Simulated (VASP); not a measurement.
Write the native input for VASP 6.6.1 that does the following.

```
Task                   : band structure
Functional             : PBE
Potentials or basis    : VASP PAW PBE potentials, release 64 (Te)
Cutoff                 : 520 eV
k mesh                 : 8 × 8 × 6
Occupations            : gaussian, width 0.02 eV
Spin                   : no spin polarisation
Ladder                 : gaps
Further INCAR settings : ALGO = Normal; EDIFF = 1e-06
```

Crystal: Te.

```
CELL_PARAMETERS angstrom
4.45400 0.00000 0.00000
-2.22700 3.85728 0.00000
0.00000 0.00000 5.92400
ATOMIC_POSITIONS crystal
Te 0.73100 0.73100 0.00000
Te 0.00000 0.26900 0.66667
Te 0.26900 0.00000 0.33333
```

One way to write it, as run:

POSCAR

```
Te
1.0
    4.4540000000      0.0000000000      0.0000000000
   -2.2270000000      3.8572771485      0.0000000000
    0.0000000000      0.0000000000      5.9240000000
Te
3
Direct
    0.7310000000      0.7310000000      0.0000000000
    0.0000000000      0.2690000000      0.6666666667
    0.2690000000      0.0000000000      0.3333333333
```

INCAR.step1

```
SYSTEM = Te
  ALGO = Normal
  EDIFF = 1E-6
  ENCUT = 520
  GGA = PE
  ISIF = 2
  ISMEAR = 0
  LASPH = .TRUE.
  LCHARG = .TRUE.
  LREAL = .FALSE.
  LWAVE = .FALSE.
  NELM = 100
  PREC = Accurate
  SIGMA = 0.02
```

KPOINTS.step1

```
k-points
0
G
  8 8 6
  0 0 0
```

INCAR.step2

```
SYSTEM = Te
  ALGO = Normal
  EDIFF = 1E-6
  ENCUT = 520
  GGA = PE
  ICHARG = 11
  ISIF = 2
  ISMEAR = 0
  LASPH = .TRUE.
  LCHARG = .FALSE.
  LREAL = .FALSE.
  LWAVE = .FALSE.
  NELM = 100
  PREC = Accurate
  SIGMA = 0.05
```

KPOINTS.step2

```
path GMKGALHA,LM,KH
10
line-mode
reciprocal
 0.0000000000  0.0000000000  0.0000000000  G
 0.5000000000  0.0000000000  0.0000000000  M

 0.5000000000  0.0000000000  0.0000000000  M
 0.3333333333  0.3333333333  0.0000000000  K

 0.3333333333  0.3333333333  0.0000000000  K
 0.0000000000  0.0000000000  0.0000000000  G

 0.0000000000  0.0000000000  0.0000000000  G
 0.0000000000  0.0000000000  0.5000000000  A

 0.0000000000  0.0000000000  0.5000000000  A
 0.5000000000  0.0000000000  0.5000000000  L

 0.5000000000  0.0000000000  0.5000000000  L
 0.3333333333  0.3333333333  0.5000000000  H

 0.3333333333  0.3333333333  0.5000000000  H
 0.0000000000  0.0000000000  0.5000000000  A

 0.5000000000  0.0000000000  0.5000000000  L
 0.5000000000  0.0000000000  0.0000000000  M

 0.3333333333  0.3333333333  0.0000000000  K
 0.3333333333  0.3333333333  0.5000000000  H
```

Potentials or basis: VASP PAW PBE potentials, release 64 (Te).

Run with:

```bash
$ cat potpaw_PBE.64/Te/POTCAR > POTCAR
$ cp INCAR.step1 INCAR
$ cp KPOINTS.step1 KPOINTS
$ mpirun -np 1 vasp_std > vasp.out
$ cp INCAR.step2 INCAR
$ cp KPOINTS.step2 KPOINTS
$ mpirun -np 1 vasp_std > vasp.out
```

It gave:

```json
{
 "Band gap along the path": "0.16 eV, indirect (least direct gap 0.17 eV)"
}
```

Caveat: the log is that of the step along the path at fixed density, whose energy, stress, charges and moments have no meaning; spin-orbit coupling is left out, which moves the levels of the heavy elements.

It took 77 s on 1 thread of AMD EPYC 9R14 (Zen 4) (shared host), peak memory 0.24 GiB.
